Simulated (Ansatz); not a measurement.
## 181Ta nuclear quadrupole resonance in TaN

Cell: an entry of the Crystallography Open Database (COD), taken as it stands.

Space group P-62m (No. 189); a = 5.1960, c = 2.9110 Å, γ = 120.00°.

| site | Wyckoff | site symmetry | x | y | z |
| --- | --- | --- | --- | --- | --- |
| Ta1 | 2d | -6.. | 0.3333 | 0.6667 | 0.5000 |
| Ta3 | 1a | -62m | 0.0000 | 0.0000 | 0.0000 |
| N | 3f | m2m | 0.3929 | 0.0000 | 0.0000 |

One atom of each set is listed.

Level of theory: DFT, PBE, plane waves and PAW, scalar-relativistic, collinear spin, 420 eV cutoff, Γ-centred 10×10×16 k-points, Fermi–Dirac smearing 0.05 eV (Ansatz 0.2.0). Start moments as typed (μB): 2 on each Ta, none on the rest.

181Ta: I = 7/2, Q = 3170 mb (year-2017 value). Static lattice, zero field.

(1) At which frequencies do the 181Ta NQR lines lie?

## Answers

(1) For I = 7/2 and η = 0 the lines are |C_Q|/14 times 1, 2 and 3; η shifts the lowest up most.

```json
{"site": "Ta1", "atoms": "2", "V_zz (10²¹ V/m²)": "-19.81", "C_Q (MHz)": "-1518", "η": "0.00", "line frequencies (MHz)": "108.4, 216.9, 325.3"}
{"site": "Ta3", "atoms": "1", "V_zz (10²¹ V/m²)": "13.70", "C_Q (MHz)": "1050", "η": "0.00", "line frequencies (MHz)": "75.0, 150.0, 225.0"}
```

An axis of threefold or higher order runs through Ta1 and Ta3, so V_zz lies along it and η is zero.

At this cell the principal stresses reach 5 GPa in size with PBE, which can matter for small gradients. The run finds no gap above 0.1 eV (a metal, or nearly one), so the gradients can move by 10 % or more with the k-mesh. Without spin–orbit coupling the gradients at and beside Ta can be off by some per cent, at some sites by more. With these PAW files V_zz is typically within 2 to 3 % of all-electron values, but misses above 10 % occur on Ta. The start moments die out, and the run ends without spin.

The run took 52 s of wall time (52 s of CPU time) and 0.74 GiB at its peak, on 1 thread of AMD EPYC 9R14 (Zen 4) (x86_64; 16 cores open to the job, memory cap 3.0 GiB, no GPU), a shared host with a load of 0.5 a core.
